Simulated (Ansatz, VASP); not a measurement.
# ZnSe in VASP and in Ansatz

```
Zn Se
1.0
     0.00000    2.91881    2.83380
     2.91881    0.00000    2.83380
     2.91881    2.91881    0.00000
Zn Se
1 1
Direct
  0.00000 0.00000 0.00000
  0.75000 0.75000 0.75000
```

Change from the starting cell: equal xx and yy strain of +3 %, PAW files.

Alike in both runs: task electric field gradients; functional PBE; k mesh 8 × 8 × 8; occupations fermi-dirac, width 0.03 eV; no spin polarisation.

|  | VASP | Ansatz |
| --- | --- | --- |
| version | VASP 6.6.1 | Ansatz 0.2.0 |
| potentials or method | VASP PAW PBE potentials, release 64 (Zn, Se) | PAW with Ansatz's default frozen-core files, scalar-relativistic |
| plane-wave cutoff (eV) | 520 | 420 |
| valence electrons in the cell | 18 | 28 |

```csv
,VASP,Ansatz,Ansatz less VASP
pressure (GPa),-1.2,-1.3,-0.18
largest component of the traceless stress (GPa),0.65,0.65,+0.005
Vzz of the field gradient on the site that differs most (V/Å²),-11.8,-12.1,-0.34
```

The functional is the same, so the differences come from potentials, cutoffs and numerics. The two sets of potentials don't hold the same shells in valence.
